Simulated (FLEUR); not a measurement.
Here is a FLEUR MaX-R8.1 (later development tree) calculation.

Contents of inp.xml:

```xml
<?xml version="1.0" encoding="UTF-8" standalone="no"?>
<fleurInput fleurInputVersion="0.39">
   <comment>
      RbBr                                                                                                
   </comment>
   <calculationSetup>
      <cutoffs Kmax="4.1" Gmax="12.7" GmaxXC="12.7" numbands="0"/>
      <scfLoop itmax="60" minDistance="0.00001" maxIterBroyd="15" imix="Anderson" alpha="0.05" precondParam="0.0" spinf="2.0" sdNocoIR="T"/>
      <coreElectrons ctail="F" frcor="F" kcrel="0" coretail_lmax="0"/>
      <xcFunctional name="LibXC" relativisticCorrections="F">
         <LibXCName exchange="mgga_x_r2scan" correlation="mgga_c_r2scan"/>
         <AuxGGA exchange="117" correlation="130"/>
      </xcFunctional>
      <magnetism jspins="1"/>
      <soc l_soc="F" theta="0.0" phi="0.0" spav="F"/>
      <expertModes spex="0" secvar="F"/>
      <geometryOptimization l_f="F" forcealpha="1.0" forcemix="BFGS" epsdisp="0.00001" epsforce="0.00001"/>
      <ldaU l_linMix="F" mixParam="0.05" spinf="1.0"/>
   </calculationSetup>
   <cell>
      <bzIntegration valenceElectrons="26.0" mode="hist" fermiSmearingEnergy="0.00183747">
         <kPointListSelection listName="default-1"/>
         <!-- k-points included here -->
         <xi:include xmlns:xi="http://www.w3.org/2001/XInclude" href="kpts.xml"> </xi:include>
      </bzIntegration>
      <!-- symmetry operations included here -->
      <xi:include xmlns:xi="http://www.w3.org/2001/XInclude" href="sym.xml"> </xi:include>
      <bulkLattice scale="1.0">
         <bravaisMatrix>
            <row-1>    0.0000000000000000     6.4760914290041995     6.4760914290041995</row-1>
            <row-2>    6.4760914290041995     0.0000000000000000     6.4760914290041995</row-2>
            <row-3>    6.4760914290041995     6.4760914290041995     0.0000000000000000</row-3>
         </bravaisMatrix>
      </bulkLattice>
   </cell>
   <atomSpecies>
      <species name="Rubidium (Rb)" element="Rb" atomicNumber="37">
         <mtSphere radius="2.66" gridPoints="879" logIncrement="0.014"/>
         <atomicCutoffs lmax="11" lnonsphr="8"/>
         <electronConfig flipSpins="F">
            <coreConfig>(1s1/2) (2s1/2) (2p1/2) (2p3/2) (3s1/2) (3p1/2) (3p3/2) (3d3/2) (3d5/2)</coreConfig>
            <valenceConfig>(4s1/2) (4p1/2) (4p3/2) (5s1/2)</valenceConfig>
            <stateOccupation state="(5s1/2)" spinUp="0.500000" spinDown="0.500000"/>
         </electronConfig>
         <energyParameters s="5" p="4" d="4" f="4"/>
         <lo type="SCLO" l="0" n="4" eDeriv="0"/>
         <lo type="HELO" l="1" n="5" eDeriv="0"/>
         <lo type="HELO" l="1" n="5" eDeriv="1"/>
         <lo type="SCLO" l="2" n="4" eDeriv="2"/>
         <lo type="SCLO" l="3" n="4" eDeriv="2"/>
      </species>
      <species name="Bromine (Br)" element="Br" atomicNumber="35">
         <mtSphere radius="2.66" gridPoints="879" logIncrement="0.014"/>
         <atomicCutoffs lmax="11" lnonsphr="8"/>
         <electronConfig flipSpins="F">
            <coreConfig>(1s1/2) (2s1/2) (2p1/2) (2p3/2) (3s1/2) (3p1/2) (3p3/2)</coreConfig>
            <valenceConfig>(3d3/2) (3d5/2) (4s1/2) (4p1/2) (4p3/2)</valenceConfig>
            <stateOccupation state="(4p1/2)" spinUp="0.833333" spinDown="0.833333"/>
            <stateOccupation state="(4p3/2)" spinUp="1.666667" spinDown="1.666667"/>
         </electronConfig>
         <energyParameters s="4" p="4" d="4" f="4"/>
         <lo type="SCLO" l="2" n="3" eDeriv="0"/>
         <lo type="SCLO" l="2" n="3" eDeriv="1"/>
         <lo type="SCLO" l="0" n="4" eDeriv="2"/>
         <lo type="SCLO" l="1" n="4" eDeriv="2"/>
         <lo type="SCLO" l="3" n="4" eDeriv="2"/>
      </species>
   </atomSpecies>
   <atomGroups>
      <atomGroup species="Rubidium (Rb)">
         <relPos label="                   1">.0000000000 .0000000000 .0000000000</relPos>
         <force calculate="T" relaxXYZ="TTT"/>
      </atomGroup>
      <atomGroup species="Bromine (Br)">
         <relPos label="                   2">1.000/2.000 1.000/2.000 1.000/2.000</relPos>
         <force calculate="T" relaxXYZ="TTT"/>
      </atomGroup>
   </atomGroups>
   <output dos="F" band="F" slice="F">
      <checks vchk="F" cdinf="F"/>
      <bandDOS minEnergy="-.5*Htr" maxEnergy="0.5*Htr" sigma="0.015" storeEVData="T"/>
      <vacuumDOS vacdos="F" integ="F" star="F" nstars="0" locx1="0.0" locy1="0.0" locx2="0.0" locy2="0.0" nstm="0" tworkf="0.0"/>
      <unfoldingBand unfoldBand="F" supercellX="1" supercellY="1" supercellZ="1"/>
      <plotting iplot="0" polar="F">
         <plot TwoD="T" vec1="  1.0  0.0  0.0" vec2="  0.0  1.0  0.0" vec3="  0.0  0.0  1.0" zero="  0.0  0.0  0.0" file="plot"/>
      </plotting>
      <chargeDensitySlicing numkpt="0" minEigenval="0.0" maxEigenval="0.0" nnne="0" pallst="F"/>
      <specialOutput eonly="F"/>
      <moessbauerParams electricFieldGradient="T" isomerShift="T" coreHyperfine="T" valenceHyperfine="T"/>
      <magneticCircularDichroism mcd="F" energyLo="-10.0" energyUp="0.0"/>
   </output>
  <!-- We include the file relax.xml here to enable relaxations (see documentation) -->
  <xi:include xmlns:xi="http://www.w3.org/2001/XInclude" href="relax.xml"> <xi:fallback/> </xi:include>
</fleurInput>
```

The input crystal.txt:

```
RbBr
&input cartesian=F /
0.0000000000  3.4270000000  3.4270000000
3.4270000000  0.0000000000  3.4270000000
3.4270000000  3.4270000000  0.0000000000
1.8897261246
1.0 1.0 1.0

2
37 0.0000000000  0.0000000000  0.0000000000
35 0.5000000000  0.5000000000  0.5000000000

&kpt div1=7 div2=7 div3=7 gamma=T /
```

Contents of inp.xml (bands):

```
<?xml version="1.0" encoding="UTF-8" standalone="no"?>
<fleurInput fleurInputVersion="0.39">
   <comment>
      RbBr                                                                                                
   </comment>
   <calculationSetup>
      <cutoffs Kmax="4.1" Gmax="12.7" GmaxXC="12.7" numbands="0"/>
      <scfLoop itmax="60" minDistance="0.00001" maxIterBroyd="15" imix="Anderson" alpha="0.05" precondParam="0.0" spinf="2.0" sdNocoIR="T"/>
      <coreElectrons ctail="F" frcor="F" kcrel="0" coretail_lmax="0"/>
      <xcFunctional name="LibXC" relativisticCorrections="F">
         <LibXCName exchange="mgga_x_r2scan" correlation="mgga_c_r2scan"/>
         <AuxGGA exchange="117" correlation="130"/>
      </xcFunctional>
      <magnetism jspins="1"/>
      <soc l_soc="F" theta="0.0" phi="0.0" spav="F"/>
      <expertModes spex="0" secvar="F"/>
      <geometryOptimization l_f="F" forcealpha="1.0" forcemix="BFGS" epsdisp="0.00001" epsforce="0.00001"/>
      <ldaU l_linMix="F" mixParam="0.05" spinf="1.0"/>
   </calculationSetup>
   <cell>
      <bzIntegration valenceElectrons="26.0" mode="hist" fermiSmearingEnergy="0.00183747">
         <kPointListSelection listName="path-1"/>
         <!-- k-points included here -->
         <xi:include xmlns:xi="http://www.w3.org/2001/XInclude" href="kpts.xml"> </xi:include>
      </bzIntegration>
      <!-- symmetry operations included here -->
      <xi:include xmlns:xi="http://www.w3.org/2001/XInclude" href="sym.xml"> </xi:include>
      <bulkLattice scale="1.0">
         <bravaisMatrix>
            <row-1>    0.0000000000000000     6.4760914290041995     6.4760914290041995</row-1>
            <row-2>    6.4760914290041995     0.0000000000000000     6.4760914290041995</row-2>
            <row-3>    6.4760914290041995     6.4760914290041995     0.0000000000000000</row-3>
         </bravaisMatrix>
      </bulkLattice>
   </cell>
   <atomSpecies>
      <species name="Rubidium (Rb)" element="Rb" atomicNumber="37">
         <mtSphere radius="2.66" gridPoints="879" logIncrement="0.014"/>
         <atomicCutoffs lmax="11" lnonsphr="8"/>
         <electronConfig flipSpins="F">
            <coreConfig>(1s1/2) (2s1/2) (2p1/2) (2p3/2) (3s1/2) (3p1/2) (3p3/2) (3d3/2) (3d5/2)</coreConfig>
            <valenceConfig>(4s1/2) (4p1/2) (4p3/2) (5s1/2)</valenceConfig>
            <stateOccupation state="(5s1/2)" spinUp="0.500000" spinDown="0.500000"/>
         </electronConfig>
         <energyParameters s="5" p="4" d="4" f="4"/>
         <lo type="SCLO" l="0" n="4" eDeriv="0"/>
         <lo type="HELO" l="1" n="5" eDeriv="0"/>
         <lo type="HELO" l="1" n="5" eDeriv="1"/>
         <lo type="SCLO" l="2" n="4" eDeriv="2"/>
         <lo type="SCLO" l="3" n="4" eDeriv="2"/>
      </species>
      <species name="Bromine (Br)" element="Br" atomicNumber="35">
         <mtSphere radius="2.66" gridPoints="879" logIncrement="0.014"/>
         <atomicCutoffs lmax="11" lnonsphr="8"/>
         <electronConfig flipSpins="F">
            <coreConfig>(1s1/2) (2s1/2) (2p1/2) (2p3/2) (3s1/2) (3p1/2) (3p3/2)</coreConfig>
            <valenceConfig>(3d3/2) (3d5/2) (4s1/2) (4p1/2) (4p3/2)</valenceConfig>
            <stateOccupation state="(4p1/2)" spinUp="0.833333" spinDown="0.833333"/>
            <stateOccupation state="(4p3/2)" spinUp="1.666667" spinDown="1.666667"/>
         </electronConfig>
         <energyParameters s="4" p="4" d="4" f="4"/>
         <lo type="SCLO" l="2" n="3" eDeriv="0"/>
         <lo type="SCLO" l="2" n="3" eDeriv="1"/>
         <lo type="SCLO" l="0" n="4" eDeriv="2"/>
         <lo type="SCLO" l="1" n="4" eDeriv="2"/>
         <lo type="SCLO" l="3" n="4" eDeriv="2"/>
      </species>
   </atomSpecies>
   <atomGroups>
      <atomGroup species="Rubidium (Rb)">
         <relPos label="                   1">.0000000000 .0000000000 .0000000000</relPos>
         <force calculate="T" relaxXYZ="TTT"/>
      </atomGroup>
      <atomGroup species="Bromine (Br)">
         <relPos label="                   2">1.000/2.000 1.000/2.000 1.000/2.000</relPos>
         <force calculate="T" relaxXYZ="TTT"/>
      </atomGroup>
   </atomGroups>
   <output dos="F" band="T" slice="F">
      <checks vchk="F" cdinf="F"/>
      <bandDOS minEnergy="-.5*Htr" maxEnergy="0.5*Htr" sigma="0.015" storeEVData="T"/>
      <vacuumDOS vacdos="F" integ="F" star="F" nstars="0" locx1="0.0" locy1="0.0" locx2="0.0" locy2="0.0" nstm="0" tworkf="0.0"/>
      <unfoldingBand unfoldBand="F" supercellX="1" supercellY="1" supercellZ="1"/>
      <plotting iplot="0" polar="F">
         <plot TwoD="T" vec1="  1.0  0.0  0.0" vec2="  0.0  1.0  0.0" vec3="  0.0  0.0  1.0" zero="  0.0  0.0  0.0" file="plot"/>
      </plotting>
      <chargeDensitySlicing numkpt="0" minEigenval="0.0" maxEigenval="0.0" nnne="0" pallst="F"/>
      <specialOutput eonly="F"/>
      <moessbauerParams electricFieldGradient="T" isomerShift="T" coreHyperfine="T" valenceHyperfine="T"/>
      <magneticCircularDichroism mcd="F" energyLo="-10.0" energyUp="0.0"/>
   </output>
  <!-- We include the file relax.xml here to enable relaxations (see documentation) -->
  <xi:include xmlns:xi="http://www.w3.org/2001/XInclude" href="relax.xml"> <xi:fallback/> </xi:include>
</fleurInput>
```

Potentials or basis: all-electron, FLAPW.

Run with:

```console
$ inpgen -f crystal.txt -profile fastHighL
$ # inp.xml edited to the form shown
$ fleur_MPI
$ fleur_MPI   # second run, on inp.xml (bands)
```

(1) Estimate the band gap on the k mesh.

(2) Predict the band gap along the path.

Results:

(1) 4.91 eV, direct.

(2) 4.91 eV, direct.

Caveat: the meta-GGA is that of a development version, with a GGA for the radial functions and cores and without core tails.
